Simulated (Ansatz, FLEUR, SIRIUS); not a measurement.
## CdSe: programs and potentials compared

```xyz
4
Lattice="4.3000 0.0000 0.0000 -2.1500 3.7239 0.0000 0.0000 0.0000 7.0200" Properties=species:S:1:pos:R:3 pbc="T T T"
Cd    2.1500    1.2413    3.5100
Cd    0.0000    2.4826    0.0000
Se    2.1500    1.2413    6.2127
Se    0.0000    2.4826    2.7027
```

Alike in all runs: task band structure; functional PBE; k mesh 7 × 7 × 4; occupations fermi-dirac, width 0.05 eV; no spin polarisation; no spin-orbit coupling. Gaps are the smaller of the mesh's and the band path's.

| program and potentials | plane-wave cutoff (eV) | notes | band gap (eV) | largest force (eV/Å) |
| --- | --- | --- | --- | --- |
| Ansatz, PseudoDojo stringent (PBE files) | 1633 | - | 0.70 | 0.283 |
| SIRIUS, all-electron FP-LAPW (Koelling-Harmon valence), apw+lo standard | - | - | 0.70 | 0.283 |
| FLEUR, all-electron, FLAPW | - | - | 0.70 | - |

Force on atom 1 (Cd), eV/Å:

| program and potentials | x | y | z |
| --- | --- | --- | --- |
| Ansatz, PseudoDojo stringent (PBE files) | 0.000 | 0.000 | 0.283 |
| SIRIUS, all-electron FP-LAPW (Koelling-Harmon valence), apw+lo standard | 0.000 | 0.000 | 0.283 |

All agree on the band gap. Spin-orbit coupling, left out here, moves the band edges of heavy atoms.

Differences between rows come from potentials, basis sets and numerical settings, since the functional is the same but for its coding. Runs on potential files found faulty are left out.
